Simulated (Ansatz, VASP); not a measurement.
CdTe in VASP and in Ansatz

```
Cd Te
1.0
     0.00000    3.24467    3.24467
     3.24467    0.00000    3.24467
     3.24467    3.24467    0.00000
Cd Te
1 1
Direct
  0.00000 0.00000 0.00000
  0.25000 0.25000 0.25000
```

Alike in both runs: task relaxation of cell and atoms; functional PBEsol; k mesh 8 × 8 × 8; no spin polarisation.

|  | VASP | Ansatz |
| --- | --- | --- |
| version | VASP 6.6.1 | Ansatz 0.2.0 |
| potentials or method | VASP PAW PBE potentials, release 64 (Cd, Te) | scalar-relativistic, plane waves, PAW |
| plane-wave cutoff (eV) | 600 | 420 |
| occupations | gaussian, width 0.01 eV | fixed |
| valence electrons in the cell | 18 | 36 |

```csv
,VASP,Ansatz,Ansatz less VASP
"gap on the k mesh at the Fermi level, each at its own relaxed structure (eV)",0.64,0.65,+0.006
relaxed volume (Å³/atom),34.26,34.16,-0.097
relaxed cell length with the largest relative difference (Å),4.593,4.589,-0.0043
```

The two sets of potentials don't hold the same shells in valence.

Caveats: the PAW data sets were made with another functional, which shifts forces and pressure a little (VASP); spin-orbit coupling is left out, which moves the levels of the heavy elements.
